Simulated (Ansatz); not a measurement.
Input and command of a plane-wave DFT calculation in Ansatz:

```yaml
crystal:
  lattice:
    - [2.9379988584, 0.0, 0.0]
    - [-1.4689994292, 2.5443816477, 0.0]
    - [0.0, 0.0, 2.883]
  atoms:
    - { symbol: Ta, position: [0.3333333333, 0.6666666667, 0.5] }
    - { symbol: "N", position: [0.03930228, 0.07860456, -0.0693721818] }
basis:
  ecutwfc: 500
kpoints:
  mp_grid: { grid: [18, 18, 16] }
hamiltonian:
  xc: r2scan
scf:
  occupations: { method: gaussian, width: 0.15 }
output:
  forces: true
  stress: true
  eigenvalues: true
```

```bash
ansatz run input.yaml --threads 1 --pin off --max-ram 2560MiB --backend cpu --events-out ev --progress --plain --runs-dir out
```

Processor: AMD EPYC 9R45 96-Core Processor (Zen 5), 1 thread, on a host shared with other jobs.

Estimate time, memory and problem size.

About 26 s on 1 thread of AMD EPYC 9R45 96-Core Processor (Zen 5), with other jobs on the host, peak memory 0.95 GiB. It solves 13 bands at 1379 k points (the mesh reduced by symmetry) with about 551 plane waves, in 7 SCF iterations.
